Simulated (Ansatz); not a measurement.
# TiAl: the cost of one run

Method: DFT PBEsol, scalar-relativistic, plane waves, PAW, in Ansatz 0.2.0.

2 further runs of the same task are left out: 1 that didn't finish, 1 set aside as unsound or not needed.

## (1) Starting point

Symmetry: Im-3m, No. 229, cubic system. Conventional cell: a = 3.213 Å, b = 3.213 Å, c = 3.213 Å, α = 90.00°, β = 90.00°, γ = 90.00°. Al (site symmetry m-3m) has 8 Al at 2.78 Å as nearest neighbours.

Coordinates:

```cif
data_structure
_symmetry_space_group_name_H-M 'P 1'
_symmetry_Int_Tables_number 1
_cell_length_a 2.7824
_cell_length_b 2.7824
_cell_length_c 2.7824
_cell_angle_alpha 109.471
_cell_angle_beta 109.471
_cell_angle_gamma 109.471
_cell_volume 16.58
loop_
_atom_site_label
_atom_site_type_symbol
_atom_site_fract_x
_atom_site_fract_y
_atom_site_fract_z
_atom_site_occupancy
Al1 Al 0.00000 0.00000 0.00000 1
```

It goes back to an entry of the Materials Project, which need not be the stable form.

It is the result of an earlier relaxation at this level (volume 16.58 Å³/atom; gap on the mesh: none (metal)).

## (2) The 3/3 superlattice along [001]

m/n counts planes of the exchanged element. Cell and atoms relax; the formation energy counts from both relaxed end members (-524.4519 eV an atom, and -2473.7925 eV an atom for Ti).

The cell holds 3 Al, 3 Ti: a = 3.212 Å, b = 3.212 Å, c = 9.635 Å, α = 90.00°, β = 90.00°, γ = 90.00°.

## (3) Relaxing it

Contents of input.yaml:

```yaml
crystal:
  lattice:
    - [3.2116209992, 0.0, 0.0]
    - [0.0, 3.2116209992, 0.0]
    - [0.0, 0.0, 9.6348629975]
  atoms:
    - { symbol: Al, position: [0.0, 0.0, 0.0] }
    - { symbol: Al, position: [0.5, 0.5, 0.1666666667] }
    - { symbol: Al, position: [0.0, 0.0, 0.3333333333] }
    - { symbol: Ti, position: [0.5, 0.5, 0.5] }
    - { symbol: Ti, position: [0.0, 0.0, 0.6666666667] }
    - { symbol: Ti, position: [0.5, 0.5, 0.8333333333] }
basis:
  ecutwfc: 420
kpoints:
  mp_grid: { grid: [12, 12, 4] }
hamiltonian:
  xc: pbesol
scf:
  occupations: { method: gaussian, width: 0.1 }
output:
  forces: true
  stress: true
  eigenvalues: true
  populations: true
  write_density: true
  write_potential: true
  elf: true
  volumetric_format: npy
relax:
  adjacent_minimum: "off"
  f_tol: 0.01
  max_steps: 45
  cell: { stress_tol: 0.05 }
```

The run is started by

```console
ansatz run input.yaml --threads 2 --pin off --max-ram 5120MiB --backend cpu --events-out ev --progress --plain --runs-dir out
```

**Question.** How long does this run take on 2 threads of Arm Neoverse V2, shared host, and how much memory does it need?

About 72 s, with a peak of 0.51 GiB.
